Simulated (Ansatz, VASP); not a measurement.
**InAs: VASP beside Ansatz**

Aim: how closely do two programs agree when they are given the same cell, functional and k mesh? The cell is taken from a series of runs on this material, whose earlier steps may have relaxed, scaled, displaced or heated it; both programs get it as it stands.

Program: Ansatz 0.2.0. Level of theory: plane waves, with VASP 6.6.1 beside it; zone-centre phonons at PBEsol. Results are calculated unless marked as measured.

## (1) Set-up

Symmetry: R3m, No. 160, trigonal system. The conventional cell has a = 4.390 Å, b = 4.390 Å, c = 10.417 Å, α = 90.00°, β = 90.00°, γ = 120.00°. Nearest to As lie 4 In at 2.64 to 2.67 Å. Nearest to In lie 4 As at 2.64 to 2.67 Å. Farther neighbours are not listed.

## (2) VASP: zone-centre phonons, PBEsol

Second derivatives magnify differences that forces hide, and they need a tight electronic threshold.

Lines of VASP's logs that name or quote its potential files are left out, and so is its time.

Input file INCAR:

```
SYSTEM = InAs
PREC = Accurate
ENCUT = 500
EDIFF = 1E-08
NELM = 120
ISMEAR = 0
SIGMA = 0.015
LREAL = .FALSE.
ALGO = Normal
GGA = PS
NBANDS = 15
LORBIT = 11
LWAVE = .FALSE.
LCHARG = .FALSE.
ISIF = 2
ISYM = 2
IBRION = 8
LASPH = .TRUE.
GGA_COMPAT = .FALSE.
EFERMI = MIDGAP
KPAR = 2
```

Input file POSCAR:

```
InAs
1.0
   -0.0650239138      3.0395151570      3.0395151570
    3.0395151570     -0.0650239138      3.0395151570
    3.0395151570      3.0395151570     -0.0650239138
As In
1 1
Direct
    0.7482485584      0.7482485584      0.7482485584
    0.0017514416      0.0017514416      0.0017514416
```

Input file KPOINTS:

```
Points of the shifted mesh
1728
Reciprocal
 0.0416666667  0.0416666667  0.0416666667 1
 0.0416666667  0.0416666667  0.1250000000 1
 0.0416666667  0.0416666667  0.2083333333 1
 0.0416666667  0.0416666667  0.2916666667 1
 0.0416666667  0.0416666667  0.3750000000 1
 0.0416666667  0.0416666667  0.4583333333 1
 0.0416666667  0.0416666667  0.5416666667 1
 0.0416666667  0.0416666667  0.6250000000 1
 0.0416666667  0.0416666667  0.7083333333 1
 0.0416666667  0.0416666667  0.7916666667 1
 0.0416666667  0.0416666667  0.8750000000 1
 0.0416666667  0.0416666667  0.9583333333 1
 0.0416666667  0.1250000000  0.0416666667 1
 0.0416666667  0.1250000000  0.1250000000 1
 0.0416666667  0.1250000000  0.2083333333 1
 0.0416666667  0.1250000000  0.2916666667 1
 0.0416666667  0.1250000000  0.3750000000 1
 0.0416666667  0.1250000000  0.4583333333 1
 0.0416666667  0.1250000000  0.5416666667 1
 0.0416666667  0.1250000000  0.6250000000 1
 0.0416666667  0.1250000000  0.7083333333 1
 0.0416666667  0.1250000000  0.7916666667 1
 0.0416666667  0.1250000000  0.8750000000 1
 0.0416666667  0.1250000000  0.9583333333 1
 0.0416666667  0.2083333333  0.0416666667 1
 0.0416666667  0.2083333333  0.1250000000 1
 0.0416666667  0.2083333333  0.2083333333 1
 0.0416666667  0.2083333333  0.2916666667 1
 0.0416666667  0.2083333333  0.3750000000 1
 0.0416666667  0.2083333333  0.4583333333 1
 0.0416666667  0.2083333333  0.5416666667 1
 0.0416666667  0.2083333333  0.6250000000 1
 0.0416666667  0.2083333333  0.7083333333 1
 0.0416666667  0.2083333333  0.7916666667 1
 0.0416666667  0.2083333333  0.8750000000 1
 0.0416666667  0.2083333333  0.9583333333 1
 0.0416666667  0.2916666667  0.0416666667 1
 0.0416666667  0.2916666667  0.1250000000 1
 0.0416666667  0.2916666667  0.2083333333 1
 0.0416666667  0.2916666667  0.2916666667 1
 0.0416666667  0.2916666667  0.3750000000 1
 0.0416666667  0.2916666667  0.4583333333 1
 0.0416666667  0.2916666667  0.5416666667 1
 0.0416666667  0.2916666667  0.6250000000 1
 0.0416666667  0.2916666667  0.7083333333 1
 0.0416666667  0.2916666667  0.7916666667 1
 0.0416666667  0.2916666667  0.8750000000 1
 0.0416666667  0.2916666667  0.9583333333 1
 0.0416666667  0.3750000000  0.0416666667 1
 0.0416666667  0.3750000000  0.1250000000 1
 0.0416666667  0.3750000000  0.2083333333 1
 0.0416666667  0.3750000000  0.2916666667 1
 0.0416666667  0.3750000000  0.3750000000 1
 0.0416666667  0.3750000000  0.4583333333 1
 0.0416666667  0.3750000000  0.5416666667 1
 0.0416666667  0.3750000000  0.6250000000 1
 0.0416666667  0.3750000000  0.7083333333 1
 0.0416666667  0.3750000000  0.7916666667 1
 0.0416666667  0.3750000000  0.8750000000 1
 0.0416666667  0.3750000000  0.9583333333 1
 0.0416666667  0.4583333333  0.0416666667 1
 0.0416666667  0.4583333333  0.1250000000 1
 0.0416666667  0.4583333333  0.2083333333 1
 0.0416666667  0.4583333333  0.2916666667 1
 0.0416666667  0.4583333333  0.3750000000 1
 0.0416666667  0.4583333333  0.4583333333 1
 0.0416666667  0.4583333333  0.5416666667 1
 0.0416666667  0.4583333333  0.6250000000 1
 0.0416666667  0.4583333333  0.7083333333 1
 0.0416666667  0.4583333333  0.7916666667 1
 0.0416666667  0.4583333333  0.8750000000 1
 0.0416666667  0.4583333333  0.9583333333 1
 0.0416666667  0.5416666667  0.0416666667 1
 0.0416666667  0.5416666667  0.1250000000 1
 0.0416666667  0.5416666667  0.2083333333 1
 0.0416666667  0.5416666667  0.2916666667 1
 0.0416666667  0.5416666667  0.3750000000 1
 0.0416666667  0.5416666667  0.4583333333 1
 0.0416666667  0.5416666667  0.5416666667 1
 0.0416666667  0.5416666667  0.6250000000 1
 0.0416666667  0.5416666667  0.7083333333 1
 0.0416666667  0.5416666667  0.7916666667 1
 0.0416666667  0.5416666667  0.8750000000 1
 0.0416666667  0.5416666667  0.9583333333 1
 0.0416666667  0.6250000000  0.0416666667 1
 0.0416666667  0.6250000000  0.1250000000 1
 0.0416666667  0.6250000000  0.2083333333 1
 0.0416666667  0.6250000000  0.2916666667 1
 0.0416666667  0.6250000000  0.3750000000 1
 0.0416666667  0.6250000000  0.4583333333 1
 0.0416666667  0.6250000000  0.5416666667 1
 0.0416666667  0.6250000000  0.6250000000 1
 0.0416666667  0.6250000000  0.7083333333 1
 0.0416666667  0.6250000000  0.7916666667 1
 0.0416666667  0.6250000000  0.8750000000 1
 0.0416666667  0.6250000000  0.9583333333 1
 0.0416666667  0.7083333333  0.0416666667 1
 0.0416666667  0.7083333333  0.1250000000 1
 0.0416666667  0.7083333333  0.2083333333 1
 0.0416666667  0.7083333333  0.2916666667 1
 0.0416666667  0.7083333333  0.3750000000 1
 0.0416666667  0.7083333333  0.4583333333 1
 0.0416666667  0.7083333333  0.5416666667 1
 0.0416666667  0.7083333333  0.6250000000 1
 0.0416666667  0.7083333333  0.7083333333 1
 0.0416666667  0.7083333333  0.7916666667 1
 0.0416666667  0.7083333333  0.8750000000 1
 0.0416666667  0.7083333333  0.9583333333 1
 0.0416666667  0.7916666667  0.0416666667 1
 0.0416666667  0.7916666667  0.1250000000 1
 0.0416666667  0.7916666667  0.2083333333 1
 0.0416666667  0.7916666667  0.2916666667 1
[... 1390 lines left out ...]
 0.8750000000  0.4583333333  0.1250000000 1
 0.8750000000  0.4583333333  0.2083333333 1
 0.8750000000  0.4583333333  0.2916666667 1
 0.8750000000  0.4583333333  0.3750000000 1
 0.8750000000  0.4583333333  0.4583333333 1
 0.8750000000  0.4583333333  0.5416666667 1
 0.8750000000  0.4583333333  0.6250000000 1
 0.8750000000  0.4583333333  0.7083333333 1
 0.8750000000  0.4583333333  0.7916666667 1
 0.8750000000  0.4583333333  0.8750000000 1
 0.8750000000  0.4583333333  0.9583333333 1
 0.8750000000  0.5416666667  0.0416666667 1
 0.8750000000  0.5416666667  0.1250000000 1
 0.8750000000  0.5416666667  0.2083333333 1
 0.8750000000  0.5416666667  0.2916666667 1
 0.8750000000  0.5416666667  0.3750000000 1
 0.8750000000  0.5416666667  0.4583333333 1
 0.8750000000  0.5416666667  0.5416666667 1
 0.8750000000  0.5416666667  0.6250000000 1
 0.8750000000  0.5416666667  0.7083333333 1
 0.8750000000  0.5416666667  0.7916666667 1
 0.8750000000  0.5416666667  0.8750000000 1
 0.8750000000  0.5416666667  0.9583333333 1
 0.8750000000  0.6250000000  0.0416666667 1
 0.8750000000  0.6250000000  0.1250000000 1
 0.8750000000  0.6250000000  0.2083333333 1
 0.8750000000  0.6250000000  0.2916666667 1
 0.8750000000  0.6250000000  0.3750000000 1
 0.8750000000  0.6250000000  0.4583333333 1
 0.8750000000  0.6250000000  0.5416666667 1
 0.8750000000  0.6250000000  0.6250000000 1
 0.8750000000  0.6250000000  0.7083333333 1
 0.8750000000  0.6250000000  0.7916666667 1
 0.8750000000  0.6250000000  0.8750000000 1
 0.8750000000  0.6250000000  0.9583333333 1
 0.8750000000  0.7083333333  0.0416666667 1
 0.8750000000  0.7083333333  0.1250000000 1
 0.8750000000  0.7083333333  0.2083333333 1
 0.8750000000  0.7083333333  0.2916666667 1
 0.8750000000  0.7083333333  0.3750000000 1
 0.8750000000  0.7083333333  0.4583333333 1
 0.8750000000  0.7083333333  0.5416666667 1
 0.8750000000  0.7083333333  0.6250000000 1
 0.8750000000  0.7083333333  0.7083333333 1
 0.8750000000  0.7083333333  0.7916666667 1
 0.8750000000  0.7083333333  0.8750000000 1
 0.8750000000  0.7083333333  0.9583333333 1
 0.8750000000  0.7916666667  0.0416666667 1
 0.8750000000  0.7916666667  0.1250000000 1
 0.8750000000  0.7916666667  0.2083333333 1
 0.8750000000  0.7916666667  0.2916666667 1
 0.8750000000  0.7916666667  0.3750000000 1
 0.8750000000  0.7916666667  0.4583333333 1
 0.8750000000  0.7916666667  0.5416666667 1
 0.8750000000  0.7916666667  0.6250000000 1
 0.8750000000  0.7916666667  0.7083333333 1
 0.8750000000  0.7916666667  0.7916666667 1
 0.8750000000  0.7916666667  0.8750000000 1
 0.8750000000  0.7916666667  0.9583333333 1
 0.8750000000  0.8750000000  0.0416666667 1
 0.8750000000  0.8750000000  0.1250000000 1
 0.8750000000  0.8750000000  0.2083333333 1
 0.8750000000  0.8750000000  0.2916666667 1
 0.8750000000  0.8750000000  0.3750000000 1
 0.8750000000  0.8750000000  0.4583333333 1
 0.8750000000  0.8750000000  0.5416666667 1
 0.8750000000  0.8750000000  0.6250000000 1
 0.8750000000  0.8750000000  0.7083333333 1
 0.8750000000  0.8750000000  0.7916666667 1
 0.8750000000  0.8750000000  0.8750000000 1
 0.8750000000  0.8750000000  0.9583333333 1
 0.8750000000  0.9583333333  0.0416666667 1
 0.8750000000  0.9583333333  0.1250000000 1
 0.8750000000  0.9583333333  0.2083333333 1
 0.8750000000  0.9583333333  0.2916666667 1
 0.8750000000  0.9583333333  0.3750000000 1
 0.8750000000  0.9583333333  0.4583333333 1
 0.8750000000  0.9583333333  0.5416666667 1
 0.8750000000  0.9583333333  0.6250000000 1
 0.8750000000  0.9583333333  0.7083333333 1
 0.8750000000  0.9583333333  0.7916666667 1
 0.8750000000  0.9583333333  0.8750000000 1
 0.8750000000  0.9583333333  0.9583333333 1
 0.9583333333  0.0416666667  0.0416666667 1
 0.9583333333  0.0416666667  0.1250000000 1
 0.9583333333  0.0416666667  0.2083333333 1
 0.9583333333  0.0416666667  0.2916666667 1
 0.9583333333  0.0416666667  0.3750000000 1
 0.9583333333  0.0416666667  0.4583333333 1
 0.9583333333  0.0416666667  0.5416666667 1
 0.9583333333  0.0416666667  0.6250000000 1
 0.9583333333  0.0416666667  0.7083333333 1
 0.9583333333  0.0416666667  0.7916666667 1
 0.9583333333  0.0416666667  0.8750000000 1
 0.9583333333  0.0416666667  0.9583333333 1
 0.9583333333  0.1250000000  0.0416666667 1
 0.9583333333  0.1250000000  0.1250000000 1
 0.9583333333  0.1250000000  0.2083333333 1
 0.9583333333  0.1250000000  0.2916666667 1
 0.9583333333  0.1250000000  0.3750000000 1
 0.9583333333  0.1250000000  0.4583333333 1
 0.9583333333  0.1250000000  0.5416666667 1
 0.9583333333  0.1250000000  0.6250000000 1
 0.9583333333  0.1250000000  0.7083333333 1
 0.9583333333  0.1250000000  0.7916666667 1
 0.9583333333  0.1250000000  0.8750000000 1
 0.9583333333  0.1250000000  0.9583333333 1
 0.9583333333  0.2083333333  0.0416666667 1
 0.9583333333  0.2083333333  0.1250000000 1
 0.9583333333  0.2083333333  0.2083333333 1
 0.9583333333  0.2083333333  0.2916666667 1
 0.9583333333  0.2083333333  0.3750000000 1
 0.9583333333  0.2083333333  0.4583333333 1
 0.9583333333  0.2083333333  0.5416666667 1
 0.9583333333  0.2083333333  0.6250000000 1
 0.9583333333  0.2083333333  0.7083333333 1
 0.9583333333  0.2083333333  0.7916666667 1
 0.9583333333  0.2083333333  0.8750000000 1
 0.9583333333  0.2083333333  0.9583333333 1
 0.9583333333  0.2916666667  0.0416666667 1
 0.9583333333  0.2916666667  0.1250000000 1
 0.9583333333  0.2916666667  0.2083333333 1
 0.9583333333  0.2916666667  0.2916666667 1
 0.9583333333  0.2916666667  0.3750000000 1
 0.9583333333  0.2916666667  0.4583333333 1
 0.9583333333  0.2916666667  0.5416666667 1
 0.9583333333  0.2916666667  0.6250000000 1
 0.9583333333  0.2916666667  0.7083333333 1
 0.9583333333  0.2916666667  0.7916666667 1
 0.9583333333  0.2916666667  0.8750000000 1
 0.9583333333  0.2916666667  0.9583333333 1
 0.9583333333  0.3750000000  0.0416666667 1
 0.9583333333  0.3750000000  0.1250000000 1
 0.9583333333  0.3750000000  0.2083333333 1
 0.9583333333  0.3750000000  0.2916666667 1
 0.9583333333  0.3750000000  0.3750000000 1
 0.9583333333  0.3750000000  0.4583333333 1
 0.9583333333  0.3750000000  0.5416666667 1
 0.9583333333  0.3750000000  0.6250000000 1
 0.9583333333  0.3750000000  0.7083333333 1
 0.9583333333  0.3750000000  0.7916666667 1
 0.9583333333  0.3750000000  0.8750000000 1
 0.9583333333  0.3750000000  0.9583333333 1
 0.9583333333  0.4583333333  0.0416666667 1
 0.9583333333  0.4583333333  0.1250000000 1
 0.9583333333  0.4583333333  0.2083333333 1
 0.9583333333  0.4583333333  0.2916666667 1
 0.9583333333  0.4583333333  0.3750000000 1
 0.9583333333  0.4583333333  0.4583333333 1
 0.9583333333  0.4583333333  0.5416666667 1
 0.9583333333  0.4583333333  0.6250000000 1
 0.9583333333  0.4583333333  0.7083333333 1
 0.9583333333  0.4583333333  0.7916666667 1
 0.9583333333  0.4583333333  0.8750000000 1
 0.9583333333  0.4583333333  0.9583333333 1
 0.9583333333  0.5416666667  0.0416666667 1
 0.9583333333  0.5416666667  0.1250000000 1
 0.9583333333  0.5416666667  0.2083333333 1
 0.9583333333  0.5416666667  0.2916666667 1
 0.9583333333  0.5416666667  0.3750000000 1
 0.9583333333  0.5416666667  0.4583333333 1
 0.9583333333  0.5416666667  0.5416666667 1
 0.9583333333  0.5416666667  0.6250000000 1
 0.9583333333  0.5416666667  0.7083333333 1
 0.9583333333  0.5416666667  0.7916666667 1
 0.9583333333  0.5416666667  0.8750000000 1
 0.9583333333  0.5416666667  0.9583333333 1
 0.9583333333  0.6250000000  0.0416666667 1
 0.9583333333  0.6250000000  0.1250000000 1
 0.9583333333  0.6250000000  0.2083333333 1
 0.9583333333  0.6250000000  0.2916666667 1
 0.9583333333  0.6250000000  0.3750000000 1
 0.9583333333  0.6250000000  0.4583333333 1
 0.9583333333  0.6250000000  0.5416666667 1
 0.9583333333  0.6250000000  0.6250000000 1
 0.9583333333  0.6250000000  0.7083333333 1
 0.9583333333  0.6250000000  0.7916666667 1
 0.9583333333  0.6250000000  0.8750000000 1
 0.9583333333  0.6250000000  0.9583333333 1
 0.9583333333  0.7083333333  0.0416666667 1
 0.9583333333  0.7083333333  0.1250000000 1
 0.9583333333  0.7083333333  0.2083333333 1
 0.9583333333  0.7083333333  0.2916666667 1
 0.9583333333  0.7083333333  0.3750000000 1
 0.9583333333  0.7083333333  0.4583333333 1
 0.9583333333  0.7083333333  0.5416666667 1
 0.9583333333  0.7083333333  0.6250000000 1
 0.9583333333  0.7083333333  0.7083333333 1
 0.9583333333  0.7083333333  0.7916666667 1
 0.9583333333  0.7083333333  0.8750000000 1
 0.9583333333  0.7083333333  0.9583333333 1
 0.9583333333  0.7916666667  0.0416666667 1
 0.9583333333  0.7916666667  0.1250000000 1
 0.9583333333  0.7916666667  0.2083333333 1
 0.9583333333  0.7916666667  0.2916666667 1
 0.9583333333  0.7916666667  0.3750000000 1
 0.9583333333  0.7916666667  0.4583333333 1
 0.9583333333  0.7916666667  0.5416666667 1
 0.9583333333  0.7916666667  0.6250000000 1
 0.9583333333  0.7916666667  0.7083333333 1
 0.9583333333  0.7916666667  0.7916666667 1
 0.9583333333  0.7916666667  0.8750000000 1
 0.9583333333  0.7916666667  0.9583333333 1
 0.9583333333  0.8750000000  0.0416666667 1
 0.9583333333  0.8750000000  0.1250000000 1
 0.9583333333  0.8750000000  0.2083333333 1
 0.9583333333  0.8750000000  0.2916666667 1
 0.9583333333  0.8750000000  0.3750000000 1
 0.9583333333  0.8750000000  0.4583333333 1
 0.9583333333  0.8750000000  0.5416666667 1
 0.9583333333  0.8750000000  0.6250000000 1
 0.9583333333  0.8750000000  0.7083333333 1
 0.9583333333  0.8750000000  0.7916666667 1
 0.9583333333  0.8750000000  0.8750000000 1
 0.9583333333  0.8750000000  0.9583333333 1
 0.9583333333  0.9583333333  0.0416666667 1
 0.9583333333  0.9583333333  0.1250000000 1
 0.9583333333  0.9583333333  0.2083333333 1
 0.9583333333  0.9583333333  0.2916666667 1
 0.9583333333  0.9583333333  0.3750000000 1
 0.9583333333  0.9583333333  0.4583333333 1
 0.9583333333  0.9583333333  0.5416666667 1
 0.9583333333  0.9583333333  0.6250000000 1
 0.9583333333  0.9583333333  0.7083333333 1
 0.9583333333  0.9583333333  0.7916666667 1
 0.9583333333  0.9583333333  0.8750000000 1
 0.9583333333  0.9583333333  0.9583333333 1
```

Potentials, in the order of the species: As and In_d (PBE family, release 64).

Command:

```bash
mpirun -np 2 vasp_std
```

Numbers of over 12 decimals in the logs are rounded to 6 here.

The program printed:

```text
[banner, memory and clock lines left out]
running    2 mpi-ranks, on    1 nodes
[...]
|                                                                             |
|               ----> ADVICE to this user running VASP <----                  |
|                                                                             |
|     You enforced a specific xc type in the INCAR file but a different       |
|     [... a line on the potential file left out ...]
|     I HOPE YOU KNOW WHAT YOU ARE DOING!                                     |
|                                                                             |

 LDA part: xc-table for (Slater+PW92), standard interpolation
 POSCAR, INCAR and KPOINTS ok, starting setup
[...]
entering main loop
       N       E                     dE             d eps       ncg     rms          rms(c)
DAV:   1     0.111062682287E+03    0.11106E+03   -0.81385E+03 52046   0.123E+03
DAV:   2    -0.101396410348E+01   -0.11208E+03   -0.10791E+03 55781   0.297E+02
DAV:   3    -0.855698066834E+01   -0.75430E+01   -0.74991E+01 66645   0.785E+01
DAV:   4    -0.875014327078E+01   -0.19316E+00   -0.19310E+00 63314   0.141E+01
DAV:   5    -0.875881376145E+01   -0.86705E-02   -0.86703E-02 78781   0.255E+00    0.411E+00
DAV:   6    -0.850566740497E+01    0.25315E+00   -0.39864E-01 81378   0.115E+01    0.225E+00
DAV:   7    -0.847758860921E+01    0.28079E-01   -0.10253E-01 71636   0.317E+00    0.668E-01
DAV:   8    -0.847610797392E+01    0.14806E-02   -0.11571E-02 66648   0.128E+00    0.174E-01
[...]
DAV:  13    -0.847645082305E+01   -0.12637E-06   -0.11117E-06 70096   0.612E-03    0.368E-03
DAV:  14    -0.847645080437E+01    0.18677E-07   -0.70893E-08 63506   0.251E-03    0.152E-03
DAV:  15    -0.847645085922E+01   -0.54848E-07   -0.32027E-09 50315   0.725E-04    0.474E-04
DAV:  16    -0.847645086511E+01   -0.58876E-08   -0.22469E-09 38296   0.449E-04
   1 F= -.84764509E+01 E0= -.84764509E+01  d E =-.282967E-66
 Linear response reoptimize wavefunctions to high precision
DAV:   1    -0.847645086612E+01   -0.10136E-08   -0.10842E-09 50169   0.277E-04
DAV:   2    -0.847645086613E+01   -0.79581E-11   -0.13584E-10 32262   0.113E-04
 Linear response DOF=           2
 Linear response progress:
  Degree of freedom:   1/  2
       N       E                     dE             d eps       ncg     rms          rms(c)
RMM:   1    -0.466433592788E-01   -0.46643E-01    0.65058E-02106431   0.147E+00
RMM:   2    -0.443558017545E-01    0.22876E-02    0.13798E-03 81153   0.539E-01    0.102E-01
RMM:   3    -0.450029682144E-01   -0.64717E-03   -0.17322E-03 96035   0.225E-01    0.447E-02
RMM:   4    -0.451938842888E-01   -0.19092E-03   -0.13401E-04 97037   0.759E-02    0.111E-02
RMM:   5    -0.452334228787E-01   -0.39539E-04   -0.16394E-05 99942   0.309E-02    0.493E-03
RMM:   6    -0.452200286773E-01    0.13394E-04   -0.19423E-06 96986   0.831E-03    0.152E-03
RMM:   7    -0.452174514173E-01    0.25773E-05   -0.15497E-07105852   0.248E-03    0.900E-04
RMM:   8    -0.452183538933E-01   -0.90248E-06   -0.51438E-08 95196   0.109E-03    0.431E-04
RMM:   9    -0.452189483446E-01   -0.59445E-06    0.55247E-09101109   0.375E-04    0.942E-05
RMM:  10    -0.452189975979E-01   -0.49253E-07    0.49449E-08109258   0.147E-04    0.540E-05
RMM:  11    -0.452189964438E-01    0.11541E-08   -0.35746E-08103813   0.581E-05    0.116E-05
 first order change of Fermi-energy  -0.10281E+01
 force on displaced ion       1 direction 1 :  -6.808  -0.136  -0.136
 Linear response progress:
  Degree of freedom:   2/  2
       N       E                     dE             d eps       ncg     rms          rms(c)
RMM:   1    -0.233637823408E+00   -0.23364E+00   -0.10583E-01 69979   0.481E+00
RMM:   2    -0.236098367524E+00   -0.24605E-02   -0.12511E-02 88184   0.101E+00    0.757E-02
RMM:   3    -0.235996150442E+00    0.10222E-03   -0.14812E-03 96033   0.310E-01    0.366E-02
RMM:   4    -0.235769028000E+00    0.22712E-03   -0.13634E-04 98698   0.104E-01    0.204E-02
RMM:   5    -0.235697872171E+00    0.71156E-04   -0.19875E-05101974   0.386E-02    0.737E-03
RMM:   6    -0.235688734791E+00    0.91374E-05    0.15964E-06101550   0.133E-02    0.186E-03
RMM:   7    -0.235700107606E+00   -0.11373E-04   -0.84108E-08105669   0.398E-03    0.868E-04
RMM:   8    -0.235699930849E+00    0.17676E-06    0.31583E-07102121   0.169E-03    0.329E-04
[...]
RMM:  12    -0.235700168779E+00   -0.50664E-07    0.22990E-07115059   0.965E-05    0.130E-05
RMM:  13    -0.235700164460E+00    0.43194E-08    0.22577E-07100774   0.650E-05    0.326E-05
RMM:  14    -0.235700188292E+00   -0.23832E-07    0.33072E-08110177   0.433E-05    0.138E-05
RMM:  15    -0.235700186624E+00    0.16673E-08    0.64060E-08 97411   0.328E-05    0.133E-05
 first order change of Fermi-energy   0.10281E+01
 force on displaced ion       2 direction 1 :  -6.827  -0.133  -0.133
 Linear response finished
```

(Part 1 of 2 ends here.)

[Lines on the potential files, build, host, timing and source positions are cut from VASP's logs without a mark.]

[Logs are printed without paths, hosts, clocks, repeated set-up lines and the standing remarks that a program may print on its own settings, such as how far it seeks lower states.]

[Hosts, paths, dates, database ids (printed as entryN), source tags and the programs' standing remarks are cut or masked in the printed files.]
